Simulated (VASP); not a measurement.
Input of a VASP 6.6.1 run:

File INCAR:

```
SYSTEM = PtSe2
  PREC = Accurate
  ENCUT = 520
  EDIFF = 1E-7
  ISMEAR = 0
  SIGMA = 0.02
  LREAL = .FALSE.
  LASPH = .TRUE.
  NELM = 80
  ALGO = Normal
  ISIF = 3
  LWAVE = .FALSE.
  LCHARG = .FALSE.
  GGA = CA
  IBRION = 2
  NSW = 80
  EDIFFG = -0.002
  KPAR = 4
```

Contents of KPOINTS:

```
regular mesh
0
G
  9 9 6
  0 0 0
```

POSCAR

```
PtSe2
1.0
    3.7240000000      0.0000000000      0.0000000000
   -1.8620000000      3.2250786000      0.0000000000
    0.0000000000      0.0000000000      5.0620000000
Pt Se
1 2
Direct
    0.0000000000      0.0000000000      0.0000000000
    0.3333333300      0.6666666700      0.2500000000
    0.6666666700      0.3333333300      0.7500000000
```

Potentials or basis: VASP PAW LDA potentials, release 64 (Pt, Se).

Run with:

```sh
$ cat potpaw_LDA.64/Pt/POTCAR potpaw_LDA.64/Se/POTCAR > POTCAR
$ mpirun -np 4 vasp_std > vasp.out
```

What does it give for the relaxed cell?

a = 3.743 Å, b = 3.743 Å, c = 4.765 Å, α = 90.00°, β = 90.00°, γ = 120.00°.

Estimate the band gap on the k mesh.

none (metal or under the smearing width).

What does it give for the space group after relaxing (to 0.05 Å)?

P-3m1 (No. 164).

Step by step:
```
step  energy change (eV)  largest force (eV/Å)  pressure (GPa)  volume (Å³)
   1              0.0000                0.2260           -0.07        60.80
   2             -0.0062                0.1251           -0.85        60.72
   3             -0.0117                0.0812           -2.41        60.55
   4             -0.0133                0.0811           -2.34        60.43
   5             -0.0177                0.0812           -2.12        60.06
   6             -0.0250                0.0837           -1.65        59.34
   7             -0.0319                0.1066           -0.52        57.90
   8             -0.0323                0.0685           -0.28        57.88
   9             -0.0325                0.0186            0.03        57.86
  10             -0.0326                0.0157            0.02        57.87
  11             -0.0327                0.0073           -0.04        57.89
  12             -0.0327                0.0096           -0.16        57.94
  13             -0.0328                0.0002           -0.09        57.91
  14             -0.0328                0.0106            0.02        57.87
  15             -0.0328                0.0094            0.01        57.87
  16             -0.0328                0.0081            0.01        57.87
  17             -0.0328                0.0047            0.00        57.84
  18             -0.0328                0.0021           -0.01        57.80
  19             -0.0328                0.0018           -0.01        57.82
```

The run has no spin-orbit coupling, so splittings on Pt are missing. LDA usually gives volumes a few per cent too small.
